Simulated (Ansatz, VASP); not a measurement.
## C: VASP beside Ansatz

```xyz
18
Lattice="7.3951 0.0000 0.0000 -3.6976 6.4044 0.0000 0.0000 0.0000 16.0016" Properties=species:S:1:pos:R:3 pbc="T T T"
C     2.4650    2.8464    8.0000
C     1.2325    4.9812    8.0000
C     3.6976    0.7116    8.0000
C     4.9301    2.8464    8.0000
C     3.6976    4.9812    8.0000
C     6.1626    0.7116    8.0000
C     0.0000    2.8464    8.0000
C    -1.2325    4.9812    8.0000
C     1.2325    0.7116    8.0000
C     2.4650    1.4232    8.0016
C     1.2325    3.5580    8.0016
C     0.0000    5.6928    8.0016
C     4.9301    1.4232    8.0016
C     3.6976    3.5580    8.0016
C     2.4650    5.6928    8.0016
C     0.0000    1.4232    8.0016
C    -1.2325    3.5580    8.0016
C    -2.4650    5.6928    8.0016
```

Alike in both runs: functional PBE; dispersion D3(BJ); k mesh 3 × 3 × 1; occupations gaussian, width 0.05 eV; no spin polarisation.

Ansatz relaxed the structure, and its values are those at the end. VASP's run is a single point on that final structure, the one shown.

|  | VASP | Ansatz |
| --- | --- | --- |
| version | VASP 6.6.1 | Ansatz 0.2.0 |
| potentials or method | VASP PAW PBE potentials, release 64 (C) | scalar-relativistic, plane waves, PAW |
| plane-wave cutoff (eV) | 520 | 420 |
| valence electrons in the cell | 72 | 72 |

|  | VASP | Ansatz | Ansatz less VASP |
| --- | --- | --- | --- |
| gap on the k mesh at the Fermi level (eV) | none | none | - |
| rms of the force components (eV/Å) | 0.015 | 0.016 | +0.0002 |

A gap of «none» marks a metal or a gap that the smearing closes. Ansatz warned: «symmetry_narrowed_by_constraints».
